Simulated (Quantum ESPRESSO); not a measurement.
**TiB2 under changes of volume**

One of the cells (8.552 Å³/atom); the others are scaled copies at fixed shape and fractional positions:

```
Ti B
1.0
     3.02920    0.00000    0.00000
    -1.51460    2.62336    0.00000
     0.00000    0.00000    3.22840
Ti B
1 2
Cartesian
  0.0000 0.0000 0.0000
  1.5146 0.8745 1.6142
  0.0000 1.7489 1.6142
```

| Quantity | Value |
| --- | --- |
| Program | Quantum ESPRESSO 7.5 |
| Functional | PBEsol |
| Potentials or basis | GBRV 1.5 PBEsol |
| Cutoff | 612 eV |
| Density cutoff | 4898 eV |
| k mesh | 10 × 10 × 8 |
| Occupations | fermi-dirac, width 0.05 eV |
| Spin | no spin polarisation |

```csv
volume (Å³/atom),energy over the lowest point (meV/atom),pressure (GPa)
8.039,13.22,12.4
8.210,3.39,6.1
8.381,0.00,0.3
8.552,2.44,-4.9
8.723,?,?
8.894,22.70,-13.9
9.065,39.57,-17.7
```

What does the run at 8.723 Å³/atom give?

Energy over the lowest point 10.17 meV/atom; pressure -9.6 GPa.

Worked out: A Birch-Murnaghan fit of order 3 (a polynomial in V^(-2/3)) to the other rows has its minimum at 8.39 Å³/atom with B0 = V·E''(V) = 266 GPa and B' = 3.8 at fixed shape and positions, which overstates the stiffness. It gives 10.17 meV/atom at 8.723 Å³/atom, against the run's 10.17, and -dE/dV = -9.6 GPa, against -9.6.

Energies are extrapolated to zero smearing.
